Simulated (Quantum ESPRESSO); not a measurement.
Runs of Quantum ESPRESSO 7.5 on Te2Mo. The structure is trigonal, space group R-3m (No. 166). The conventional cell has a = 4.143 Å, b = 4.143 Å, c = 18.790 Å, α = 90.00°, β = 90.00°, γ = 120.00°. Around Mo (site symmetry -3m) lie 6 Te at 2.84 Å. Te (site symmetry 3m) is surrounded by 3 Mo at 2.84 Å. The cell was built by a generator and needn't be a form met in nature.

```csv
level,form of the LDA correlation,gap on the mesh (eV),pressure (GPa),moment (μB),largest force (eV/Å)
LDA+U,PZ81,none,-3.8,2.49,(b)
RPBE+U,-,none,2.7,2.37,0.18
PBEsol+U,-,none,-1.9,2.43,0.12
revPBE+U,-,none,2.2,2.38,0.15
PW91+U,-,none,(a),2.40,0.10
PBE+U,-,none,0.9,2.40,0.09
```

Alike in all rows: task single point; potentials or basis PseudoDojo 0.4.1 SR PBE standard; spin collinear, ferromagnetic start; Mo d U = 6 eV; cell as given; k mesh 5 × 5 × 5; cutoff (eV) 1088; smearing gaussian 0.05 eV.

Task: Fill in the values left out.

Result: (a) 0.8; (b) 0.30.

Caveats: the U is typed as a test and isn't derived for this compound; the potentials were made for another functional, which shifts forces and pressure (some runs).

A k mesh can miss the band edges, and the runs leave out spin-orbit coupling on Mo, Te.

A gap of «none» marks a metal or a gap under the smearing width.
